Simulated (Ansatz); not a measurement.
A run of Ansatz 0.2.0:

Contents of input.yaml:

```yaml
crystal:
  lattice:
    - [0.0, 2.2535006075, 2.2535006075]
    - [2.2535006075, 0.0, 2.2535006075]
    - [2.2535006075, 2.2535006075, 0.0]
  atoms:
    - { symbol: Ga, position: [0.0, 0.0, 0.0] }
    - { symbol: "N", position: [0.25, 0.25, 0.25] }
kpoints:
  mp_grid: { grid: [8, 8, 8] }
  band_path:
    path:
      - [0.0, 0.0, 0.0]
      - [0.5, 0.0, 0.5]
      - [0.5, 0.25, 0.75]
      - [0.375, 0.375, 0.75]
      - [0.0, 0.0, 0.0]
      - [0.5, 0.5, 0.5]
      - [0.625, 0.25, 0.625]
      - [0.5, 0.25, 0.75]
    npoints: 12
scf:
  occupations: { method: fermi_dirac, width: 0.05 }
hamiltonian:
  xc: pbesol
  pseudopotentials: { kind: all_electron, lapw: { basis_error: 0.001 } }
magnetization:
  noncollinear: true
  spin_orbit: true
output:
  forces: true
  stress: true
  eigenvalues: true
```

Potentials or basis: all-electron LAPW, relativistic spinors.

The run is started by

```bash
$ ansatz run input.yaml --threads 1 --pin off --max-ram 3072MiB --backend cpu --events-out ev --progress --plain --runs-dir out
```

Hardware: 1 thread of Intel(R) Xeon(R) Processor @ 2.50GHz (Skylake/Cascade Lake), with other jobs on the host.

**Question.** How long does it take, and how much memory?

**Answer.** Run time: 2.2 min on 1 thread of Intel(R) Xeon(R) Processor @ 2.50GHz (Skylake/Cascade Lake), with other jobs on the host, peak memory 0.44 GiB. Counts: scf iterations 7, plane waves 459, k points 29, bands 36.
